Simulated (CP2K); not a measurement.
# CdS (Greenockite) (P6_3mc) in CP2K: notebook

The runs below take CdS (Greenockite) through band structure, with LDA.

All numbers are computed with CP2K 2026.2; they aren't measurements. Logs are shortened: lines on timing, memory, paths and dates and some standing lists are left out, and cuts for length are marked.

**The experiment to reproduce.**

“Isotope dependence of band-gap energy”, 2008, arxiv:0807.2152 quotes, for a bulk crystal of CdS: band gap 2.5809 ± 0.0002 eV.

The results are compared with them further down.

**1. The structure**

Symmetry: P6_3mc, No. 186, hexagonal system. The conventional cell has a = 4.150 Å, b = 4.150 Å, c = 6.737 Å, α = 90.00°, β = 90.00°, γ = 120.00°. Cd (site symmetry 3m) has 4 S at 2.53 to 2.54 Å as nearest neighbours. Around S (site symmetry 3m) lie 4 Cd at 2.53 to 2.54 Å.

**2. Band structure, LDA**

Input file cds_bands.inp:

```
&GLOBAL
  PROJECT cds_bands
  RUN_TYPE ENERGY_FORCE
  PRINT_LEVEL LOW
&END GLOBAL
&FORCE_EVAL
  METHOD QS
  STRESS_TENSOR ANALYTICAL
  &DFT
    BASIS_SET_FILE_NAME BASIS_MOLOPT_UZH
    POTENTIAL_FILE_NAME GTH_POTENTIALS
    &MGRID
      CUTOFF 450
      REL_CUTOFF 60
      NGRIDS 4
    &END MGRID
    &QS
      METHOD GPW
      EPS_DEFAULT 1.0E-9
    &END QS
    &KPOINTS
      SCHEME MONKHORST-PACK 7 7 4
      GAMMA_CENTERED T
      SYMMETRY T
      SYMMETRY_BACKEND SPGLIB
    &END KPOINTS
    &SCF
      SCF_GUESS ATOMIC
      EPS_SCF 1.0E-6
      MAX_SCF 100
      ADDED_MOS 14
      CHOLESKY OFF
      EPS_EIGVAL 1.0E-7
      &DIAGONALIZATION ON
        ALGORITHM STANDARD
      &END DIAGONALIZATION
      &MIXING ON
        METHOD BROYDEN_MIXING
        ALPHA 0.4
        BETA 1.5
        NBUFFER 8
      &END MIXING
      &SMEAR ON
        METHOD FERMI_DIRAC
        ELECTRONIC_TEMPERATURE [K] 300.557
      &END SMEAR
    &END SCF
    &XC
      &XC_FUNCTIONAL
        &LDA_X
        &END LDA_X
        &LDA_C_PW
        &END LDA_C_PW
      &END XC_FUNCTIONAL
    &END XC
    &PRINT
      &KPOINTS ON
      &END KPOINTS
      &MULLIKEN ON
        &EACH
          QS_SCF 0
          GEO_OPT 0
          CELL_OPT 0
          MD 0
        &END EACH
        ADD_LAST NUMERIC
      &END MULLIKEN
      &MO ON
        ENERGIES T
        OCCUPATION_NUMBERS T
        &EACH
          QS_SCF 0
          GEO_OPT 0
          CELL_OPT 0
          MD 0
        &END EACH
        ADD_LAST NUMERIC
      &END MO
      &LOWDIN ON
        &EACH
          QS_SCF 0
          GEO_OPT 0
          CELL_OPT 0
          MD 0
        &END EACH
        ADD_LAST NUMERIC
      &END LOWDIN
      &HIRSHFELD ON
        SHAPE_FUNCTION DENSITY
        &EACH
          QS_SCF 0
          GEO_OPT 0
          CELL_OPT 0
          MD 0
        &END EACH
        ADD_LAST NUMERIC
      &END HIRSHFELD
      &BAND_STRUCTURE
        FILE_NAME bands.bs
        ADDED_MOS 2
        &KPOINT_SET
          UNITS B_VECTOR
          NPOINTS 6
          SPECIAL_POINT GAMMA 0.00000000 0.00000000 0.00000000
          SPECIAL_POINT M 0.50000000 0.00000000 0.00000000
          SPECIAL_POINT K 0.33333333 0.33333333 0.00000000
          SPECIAL_POINT GAMMA 0.00000000 0.00000000 0.00000000
          SPECIAL_POINT A 0.00000000 0.00000000 0.50000000
          SPECIAL_POINT L 0.50000000 0.00000000 0.50000000
          SPECIAL_POINT H 0.33333333 0.33333333 0.50000000
          SPECIAL_POINT A 0.00000000 0.00000000 0.50000000
        &END KPOINT_SET
        &KPOINT_SET
          UNITS B_VECTOR
          NPOINTS 6
          SPECIAL_POINT L 0.50000000 0.00000000 0.50000000
          SPECIAL_POINT M 0.50000000 0.00000000 0.00000000
        &END KPOINT_SET
        &KPOINT_SET
          UNITS B_VECTOR
          NPOINTS 6
          SPECIAL_POINT K 0.33333333 0.33333333 0.00000000
          SPECIAL_POINT H 0.33333333 0.33333333 0.50000000
        &END KPOINT_SET
      &END BAND_STRUCTURE
    &END PRINT
  &END DFT
  &SUBSYS
    &CELL
      A 4.1500000000 0.0000000000 0.0000000000
      B -2.0750000000 3.5940054257 0.0000000000
      C 0.0000000000 0.0000000000 6.7370000000
      PERIODIC XYZ
    &END CELL
    &COORD
      SCALED
      Cd  0.6666666667 0.3333333333 0.5000000000
      Cd  0.3333333333 0.6666666667 0.0000000000
      S   0.6666666667 0.3333333333 0.8750000000
      S   0.3333333333 0.6666666667 0.3750000000
    &END COORD
    &KIND Cd
      BASIS_SET TZVP-MOLOPT-PBE-GTH-q12
      POTENTIAL GTH-PADE-q12
    &END KIND
    &KIND S
      BASIS_SET TZVP-MOLOPT-PBE-GTH-q6
      POTENTIAL GTH-PADE-q6
    &END KIND
    &PRINT
      &ATOMIC_COORDINATES ON
      &END ATOMIC_COORDINATES
      &CELL ON
      &END CELL
    &END PRINT
  &END SUBSYS
  &PRINT
    &FORCES ON
    &END FORCES
    &STRESS_TENSOR ON
    &END STRESS_TENSOR
  &END PRINT
&END FORCE_EVAL
```

Potentials or basis: GTH_POTENTIALS Cd GTH-PADE-q12, S GTH-PADE-q6; TZVP-MOLOPT-PBE-GTH basis.

Run with:

```console
$ OMP_NUM_THREADS=2 cp2k.psmp -i cds_bands.inp -o cds_bands.out
```

cds_bands.out:

```text

 CP2K| version string:                                       CP2K version 2026.2
 CP2K| Input file name                                             cds_bands.inp

 GLOBAL| Force Environment number                                              1
 GLOBAL| Basis set file name                                    BASIS_MOLOPT_UZH
 GLOBAL| Potential file name                                      GTH_POTENTIALS
 GLOBAL| MM Potential file name                                     MM_POTENTIAL
 GLOBAL| Coordinate file name                                      __STD_INPUT__
 GLOBAL| Method name                                                        CP2K
 GLOBAL| Project name                                                  cds_bands
 GLOBAL| Run type                                                   ENERGY_FORCE
 GLOBAL| FFT library                                                       FFTW3
[... 5 lines left out ...]
 GLOBAL| Global print level                                                  LOW
 GLOBAL| Total number of message passing processes                             1
 GLOBAL| Number of threads for this process                                    2
 GLOBAL| CPU model name                          Intel(R) Xeon(R) Platinum 8488C

 CELL| Volume [angstrom^3]:                                           100.483180
 CELL| Vector a [angstrom]:       4.150     0.000     0.000   |a| =     4.150000
 CELL| Vector b [angstrom]:      -2.075     3.594     0.000   |b| =     4.150000
 CELL| Vector c [angstrom]:       0.000     0.000     6.737   |c| =     6.737000
 CELL| Angle (b,c), alpha [degree]:                                    90.000000
 CELL| Angle (a,c), beta  [degree]:                                    90.000000
 CELL| Angle (a,b), gamma [degree]:                                   120.000000
 CELL| Numerically orthorhombic:                                              NO
 CELL| Periodicity                                                           XYZ

 CELL_REF| Volume [angstrom^3]:                                       100.483180
 CELL_REF| Vector a [angstrom     4.150     0.000     0.000   |a| =     4.150000
 CELL_REF| Vector b [angstrom    -2.075     3.594     0.000   |b| =     4.150000
 CELL_REF| Vector c [angstrom     0.000     0.000     6.737   |c| =     6.737000
 CELL_REF| Angle (b,c), alpha [degree]:                                90.000000
 CELL_REF| Angle (a,c), beta  [degree]:                                90.000000
 CELL_REF| Angle (a,b), gamma [degree]:                               120.000000
 CELL_REF| Numerically orthorhombic:                                          NO
 CELL_REF| Periodicity                                                       XYZ

[... 9 lines left out ...]

  Total number of            - Atomic kinds:                                   2
                             - Atoms:                                          4
                             - Shell sets:                                     4
                             - Shells:                                        34
[... 673 lines left out ...]
                     Mulliken Population Analysis

 #  Atom  Element  Kind  Atomic population                           Net charge
       1     Cd       1         11.383629                              0.616371
       2     Cd       1         11.383647                              0.616353
       3     S        2          6.616363                             -0.616363
       4     S        2          6.616360                             -0.616360
 # Total charge                             36.000000                 -0.000000

 !-----------------------------------------------------------------------------!

 !-----------------------------------------------------------------------------!
                           Hirshfeld Charges

  #Atom  Element  Kind  Ref Charge     Population                    Net charge
      1       Cd     1      12.000         11.745                         0.255
      2       Cd     1      12.000         11.745                         0.255
      3       S      2       6.000          6.255                        -0.255
      4       S      2       6.000          6.255                        -0.255

  Total Charge                                                           -0.000
 !-----------------------------------------------------------------------------!

 LOWDIN POPULATION ANALYSIS

 #  Atom  Element  Kind  Atomic population                           Net charge
       1     Cd       1         12.878371                             -0.878371
       2     Cd       1         12.880778                             -0.880778
       3     S        2          5.121084                              0.878916
       4     S        2          5.119767                              0.880233
 # Total charge                             36.000000                 -0.000000

 KPOINTS| Band Structure Calculation
 KPOINTS| Number of k-point sets                                               3
 KPOINTS| Number of added MOs/bands                                            2
 KPOINTS| Number of k-points in set    1                                      43
 KPOINTS| In units of b-vector [2pi/Bohr]
 KPOINTS| Special point     1       GAMMA     0.000000     0.000000     0.000000
 KPOINTS| Special point     2           M     0.500000     0.000000     0.000000
 KPOINTS| Special point     3           K     0.333333     0.333333     0.000000
 KPOINTS| Special point     4       GAMMA     0.000000     0.000000     0.000000
 KPOINTS| Special point     5           A     0.000000     0.000000     0.500000
 KPOINTS| Special point     6           L     0.500000     0.000000     0.500000
 KPOINTS| Special point     7           H     0.333333     0.333333     0.500000
 KPOINTS| Special point     8           A     0.000000     0.000000     0.500000
 KPOINTS| Number of k-points in set    2                                       7
 KPOINTS| In units of b-vector [2pi/Bohr]
 KPOINTS| Special point     1           L     0.500000     0.000000     0.500000
 KPOINTS| Special point     2           M     0.500000     0.000000     0.000000
 KPOINTS| Number of k-points in set    3                                       7
 KPOINTS| In units of b-vector [2pi/Bohr]
 KPOINTS| Special point     1           K     0.333333     0.333333     0.000000
 KPOINTS| Special point     2           H     0.333333     0.333333     0.500000

 ENERGY| Total FORCE_EVAL ( QS ) energy [hartree]           -112.692439204662065

 FORCES| Atomic forces [hartree/bohr]
 FORCES|   Atom     x               y               z               |f|
 FORCES|      1  5.42325637E-09 -1.01764462E-09 -1.23167789E-03   1.23167789E-03
 FORCES|      2 -5.24976194E-09  1.61509596E-09 -1.23172786E-03   1.23172786E-03
 FORCES|      3 -7.26171001E-11  5.60530185E-09  1.23189760E-03   1.23189760E-03
 FORCES|      4 -1.00883390E-10 -6.20273197E-09  1.23184168E-03   1.23184168E-03
 FORCES| Sum    -6.05259209E-15  2.12227429E-14  3.33526646E-07
 FORCES| Total atomic force                                       3.33526646E-07

 STRESS| Analytical stress tensor [bar]
 STRESS|                        x                   y                   z
 STRESS|      x       -2.77293601345E+04  -2.98568476216E-02  -4.78428157515E-04
 STRESS|      y       -2.98568476216E-02  -2.77293591387E+04   2.49525030464E-03
 STRESS|      z       -4.78428157515E-04   2.49525030464E-03  -2.15283478834E+04
 STRESS| 1/3 Trace                                            -2.56623557189E+04
 STRESS| Determinant                                          -1.65535209763E+13

 STRESS| Eigenvectors and eigenvalues of the analytical stress tensor [bar]
 STRESS|                        1                   2                   3
 STRESS| Eigenvalues  -2.77293894976E+04  -2.77293297756E+04  -2.15283478834E+04
 STRESS|      x           0.712977699398     -0.701186708489     -0.000000077155
 STRESS|      y           0.701186708489      0.712977699397      0.000000402394
 STRESS|      z          -0.000000227144     -0.000000340998      1.000000000000
```

Wall time 38 s (2 threads of Intel Xeon Platinum 8488C (Sapphire Rapids), shared host); peak memory 0.47 GiB.

What came out:

- Free energy: -3066.5172 eV
- Pressure: -2.6 GPa
- Largest force: 0.063 eV/Å
- Band gap on the k mesh: 0.89 eV, direct
- Band gap along the path: 0.89 eV, direct
- Mulliken charges: Cd +0.62; S -0.62 e
- Hirshfeld charges: Cd +0.26; S -0.26 e

Forces on the atoms (eV/Å):
```
Cd   0.000  0.000 -0.063
Cd   0.000  0.000 -0.063
S    0.000  0.000  0.063
S    0.000  0.000  0.063
```

Levels at the corners of the path, in eV from the valence-band top:
| point | band 14 | band 15 | band 16 | band 17 | band 18 | band 19 | band 20 | band 21 | band 22 | band 23 |
| --- | --- | --- | --- | --- | --- | --- | --- | --- | --- | --- |
| Γ | -0.79 | -0.79 | -0.05 | 0.00 | 0.00 | 0.89 | 2.55 | 6.39 | 6.39 | 6.87 |
| M | -3.60 | -2.72 | -1.91 | -1.34 | -0.75 | 3.49 | 3.68 | 4.96 | 6.21 | 6.92 |
| K | -3.78 | -3.16 | -1.90 | -1.90 | -1.66 | 4.47 | 4.90 | 4.90 | 6.93 | 7.30 |
| Γ | -0.79 | -0.79 | -0.05 | 0.00 | 0.00 | 0.89 | 2.55 | 6.39 | 6.39 | 6.87 |
| A | -2.56 | -0.41 | -0.41 | -0.41 | -0.41 | 2.60 | 2.60 | 6.07 | 6.07 | 6.80 |
| L | -4.22 | -1.37 | -1.37 | -1.36 | -1.36 | 3.25 | 3.25 | 5.24 | 5.24 | 7.68 |
| H | -4.11 | -2.47 | -2.47 | -1.15 | -1.15 | 4.20 | 4.20 | 5.93 | 5.93 | 6.31 |
| A | -2.56 | -0.41 | -0.41 | -0.41 | -0.41 | 2.60 | 2.60 | 6.07 | 6.07 | 6.80 |
| L | -4.22 | -1.37 | -1.37 | -1.36 | -1.36 | 3.25 | 3.25 | 5.24 | 5.24 | 7.68 |
| M | -3.60 | -2.72 | -1.91 | -1.34 | -0.75 | 3.49 | 3.68 | 4.96 | 6.21 | 6.92 |
| K | -3.78 | -3.16 | -1.90 | -1.90 | -1.66 | 4.47 | 4.90 | 4.90 | 6.93 | 7.30 |
| H | -4.11 | -2.47 | -2.47 | -1.15 | -1.15 | 4.20 | 4.20 | 5.93 | 5.93 | 6.31 |

Caveat: Mulliken charges move with the basis; the basis of atomic orbitals isn't converged, which shifts pressures, moduli and gaps.

(Part 1 of 2 ends here.)
